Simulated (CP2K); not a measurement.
Runs of CP2K 2026.2 on HfO2. The structure is orthorhombic, space group P2_12_12 (No. 18). Conventional cell: a = 5.080 Å, b = 5.165 Å, c = 4.891 Å, α = 90.00°, β = 90.00°, γ = 90.00°. Hf (site symmetry 1) is surrounded by 7 O at 1.99 to 2.25 Å. O (site symmetry 1) is surrounded by 3 Hf at 1.99 to 2.25 Å. O (site symmetry 2) has 4 Hf at 2.13 to 2.15 Å as nearest neighbours. O (site symmetry 2) has 4 Hf at 2.16 to 2.18 Å as nearest neighbours. The cell comes from a database or a generator and needn't be the stable form of this composition.

| level | gap on the mesh (eV) | pressure (GPa) | largest force (eV/Å) |
| --- | --- | --- | --- |
| TASK | 5.18 | 13.3 | 0.29 |
| BLYP | 3.92 | (a) | 1.85 |
| LDA | 3.70 | -6.5 | 0.13 |
| PBEsol | (b) | -2.5 | 0.15 |
| PW91 | 3.85 | 3.5 | 0.24 |

Alike in all rows: task band structure; potentials or basis POTENTIAL_UZH Hf GTH-PBE-q12, O GTH-PBE-q6; DZVP-MOLOPT-PBE-GTH basis; no spin polarisation; cell as given; k mesh 4 × 4 × 4; smearing fermi-dirac 0.05 eV.

**Question.** Estimate the missing entries.

**Answer.** (a) 10.9; (b) 3.77.

Caveats: the potentials were made for another functional, which shifts forces and pressure; spin-orbit coupling is left out, which moves the levels of the heavy elements; the basis of atomic orbitals isn't converged, which shifts pressures, moduli and gaps.

A k mesh can miss the band edges, and the runs leave out spin-orbit coupling on Hf.
